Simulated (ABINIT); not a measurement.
# AlAs (F-43m): G0W0 in ABINIT against the exchange cutoff

How does the gap of AlAs (F-43m) converge in the exchange cutoff?

Method: LDA and many-body steps on it, plane waves, in ABINIT 10.8.3.

Most raw output is cut from this account.

### 1. The structure

The structure is cubic, space group F-43m (No. 216). The conventional cell has a = 5.661 Å, b = 5.661 Å, c = 5.661 Å, α = 90.00°, β = 90.00°, γ = 90.00°. Al has 4 As at 2.45 Å nearest. Nearest to As lie 4 Al at 2.45 Å. Farther neighbours are not listed.

The cell and positions come from the Crystallography Open Database and are kept as given unless a step says otherwise.

### 2. Screening, 4×4×4 mesh, 27 bands, screening to 106.1 eV

This step: ABINIT 10.8.3; RPA screening on LDA, plane waves, norm-conserving pseudopotentials.

The RPA dielectric matrix is built and inverted for each q.

The input, run.abi:

```
acell 3*1.0 Angstrom
rprim 
  0.000000000000 2.830400000000 2.830400000000
  2.830400000000 0.000000000000 2.830400000000
  2.830400000000 2.830400000000 -0.000000000000
ntypat 2
znucl 13 33
natom 2
typat 1 2
xred 
  0.000000000000 0.000000000000 0.000000000000
  0.250000000000 0.250000000000 0.250000000000
pp_dirpath "pseudos"
pseudos "Al.upf, As.upf"
ecut 34
ngkpt 4 4 4
nshiftk 1
shiftk 0 0 0
kptopt 1
chksymbreak 0
istwfk *1
occopt 1
irdwfk 1
optdriver 3
nband 27
ecuteps 3.9
inclvkb 2
awtr 1
symchi 1
indata_prefix "in"
outdata_prefix "out"
tmpdata_prefix "tmp"
```

On the command line:

```console
OMP_NUM_THREADS=1 mpirun -n 4 abinit run.abi > log
```

It took 5.3 s on 4 MPI ranks of Arm Neoverse V1, shared host; peak memory 0.43 GiB.

This step gave:

- ε∞ with local fields, on this mesh, along the program's q direction: 15.72
- the same without local fields: 17.67
- plasma frequency: 23.39 eV
- plane waves in the screening matrix: 113

Local fields lower ε∞ by 11 %. On a Γ-centred mesh this coarse the value itself is usually too large, while a short band sum pulls it down.

### 3. 3.4 Ha

This step: G0W0 on LDA, plane waves, norm-conserving pseudopotentials.

run.abi, as its differences from that of step 2:

```diff
@@ -23,8 +23,17 @@
 irdwfk 1
-optdriver 3
+optdriver 4
 nband 27
+gwcalctyp 0
+ecutsigx 3.4
+symsigma 1
+nkptgw 2
+kptgw 
+  0.0000000000 0.0000000000 0.0000000000
+  0.5000000000 0.5000000000 0.0000000000
+bdgw 
+  7 13
+  8 11
 ecuteps 3.9
-inclvkb 2
-awtr 1
-symchi 1
+irdscr 1
+ppmodel 1
 indata_prefix "in"
```

The job ended after 2.9 s (4 MPI ranks; peak memory 0.1 GiB).

Numbers from this step:

```
G0W0 gap on the points computed              : 1.829 eV
starting gap on the mesh                     : 1.351 eV
k of the valence top                         : 0, 0, 0
k of the conduction bottom                   : 0.5, 0.5, 0
Z at the valence top                         : 0.788
Z at the conduction bottom                   : 0.803
least direct G0W0 gap on the computed points : 3.347 eV
```

### 4. 6.8 Ha

run.abi, as its differences from that of step 3:

```diff
@@ -26,3 +26,3 @@
 gwcalctyp 0
-ecutsigx 3.4
+ecutsigx 6.8
 symsigma 1
```

It took 3.2 s on 4 MPI ranks; peak memory 0.38 GiB; 12 s of CPU time.

Numbers from this step:

```yaml
g0w0_gap_on_the_points_computed: 2.056 eV
starting_gap_on_the_mesh: 1.351 eV
k_of_the_valence_top: 0, 0, 0
k_of_the_conduction_bottom: 0.5, 0.5, 0
z_at_the_valence_top: 0.787
z_at_the_conduction_bottom: 0.803
least_direct_g0w0_gap_on_the_computed_points: 3.008 eV
```

### 5. 13.6 Ha

The self-energy is evaluated for the states that the input lists, and the levels follow from it, in one-shot runs by the linearised quasiparticle equation.

run.abi, as its differences from that of step 4:

```diff
@@ -26,3 +26,3 @@
 gwcalctyp 0
-ecutsigx 6.8
+ecutsigx 13.6
 symsigma 1
```

Run time: 3.3 s. Hardware: 4 MPI ranks; peak memory 0.38 GiB.

Numbers from this step:

- G0W0 gap on the points computed: 2.153 eV
- starting gap on the mesh: 1.351 eV
- k of the valence top: 0, 0, 0
- k of the conduction bottom: 0.5, 0.5, 0
- least direct G0W0 gap on the computed points: 2.848 eV

The gap on the mesh goes from 1.35 eV to 2.15 eV, a correction of +0.80 eV.

### 6. 23.8 Ha

run.abi, as its differences from that of step 5:

```diff
@@ -26,3 +26,3 @@
 gwcalctyp 0
-ecutsigx 13.6
+ecutsigx 23.8
 symsigma 1
```

It took 3.4 s on 4 MPI ranks; peak memory 0.48 GiB; 13 s of CPU time.

Numbers from this step:

```yaml
g0w0_gap_on_the_points_computed: 2.178 eV
starting_gap_on_the_mesh: 1.351 eV
k_of_the_valence_top: 0, 0, 0
k_of_the_conduction_bottom: 0.5, 0.5, 0
least_direct_g0w0_gap_on_the_computed_points: 2.866 eV
```

Against the run before, the gap moves by +0.025 eV.

### 7. 34 Ha

run.abi, as its differences from that of step 6:

```diff
@@ -26,3 +26,3 @@
 gwcalctyp 0
-ecutsigx 23.8
+ecutsigx 34
 symsigma 1
```

It took 3.4 s on 4 MPI ranks; peak memory 0.49 GiB; 13 s of CPU time.

Numbers from this step:

| Property | Result |
| --- | --- |
| G0W0 gap on the points computed | 2.174 eV |
| starting gap on the mesh | 1.351 eV |
| k of the valence top | 0, 0, 0 |
| k of the conduction bottom | 0.5, 0.5, 0 |
| least direct G0W0 gap on the computed points | 2.868 eV |

Against the run before, the gap moves by −0.004 eV.

### 8. The runs together

Times are wall times on 4 MPI ranks of Arm Neoverse V1, shared host, good to a factor of about two. A run's time includes the screening step that it read.

```
    run   mesh  bands  screening cutoff (eV)  DFT gap (eV)  gap on the mesh (eV)  direct (eV)  ε∞ used   time
 3.4 Ha  4×4×4     27                  106.1         1.351                 1.829        3.347    15.72  8.2 s
 6.8 Ha  4×4×4     27                  106.1         1.351                 2.056        3.008    15.72  8.5 s
13.6 Ha  4×4×4     27                  106.1         1.351                 2.153        2.848    15.72  8.6 s
23.8 Ha  4×4×4     27                  106.1         1.351                 2.178        2.866    15.72  8.7 s
  34 Ha  4×4×4     27                  106.1         1.351                 2.174        2.868    15.72  8.7 s
```

### 9. Summary of results

```json
{
  "3.4 Ha": "1.829 eV",
  "6.8 Ha": "2.056 eV",
  "13.6 Ha": "2.153 eV",
  "23.8 Ha": "2.178 eV",
  "34 Ha": "2.174 eV",
  "known limits": "not at the basis limit; exchange with frozen shells missing; no spin-orbit coupling; coarse k mesh"
}
```

**Reading.** The setting moved: exchange cutoff. From 3.4 Ha to 34 Ha the gap moves by +0.34 eV. It holds to 0.03 eV from 13.6 Ha on. Bands and screening cutoff are coupled, so a series along one setting does not show full convergence. Below the screening cutoff the correlation part is cut too. Bands and cutoff are finite, so the gap is not at the basis limit. The miss can reach some tenths of an eV and take either sign; the mesh is an error of its own. In the G0W0 runs levels were corrected at 2 k points alone, so a gap called «on the mesh» is the least over those, and an edge elsewhere would be missed. The 4×4×4 mesh is coarse for this cell, which bears on the long-range parts of exchange and screening. The norm-conserving file of at least one element keeps a d shell over frozen s and p shells of the same row. Exchange with those shells is missing from the self-energy, an error of 0.3 to 0.9 eV in cases checked, whose sign depends on which edge lies on those atoms. The many-body steps are scalar-relativistic: spin-orbit coupling is not in them.

[Paths, hosts, dates, memory and timing lines, banners, echoed tables and standing remarks are left out of the program output.]

[Logs are printed without paths, hosts, clocks, repeated set-up lines and the standing remarks that a program may print on its own settings, such as how far it seeks lower states.]

[Runs of the session that timed out or met a known fault of the program may be left out.]

[Hosts, paths, dates, database ids (printed as entryN), source tags and the programs' standing remarks are cut or masked in the printed files.]

[G0W0 gaps are taken among the corrected bands and points alone; a level outside them can change the order at an edge.]

[Where Ansatz stands beside ABINIT at settings called matched, ABINIT's density can come from a denser mesh and the files from another edition; pairs whose starting gaps differed by over 0.03 eV were left out, so agreement reads better than it is.]
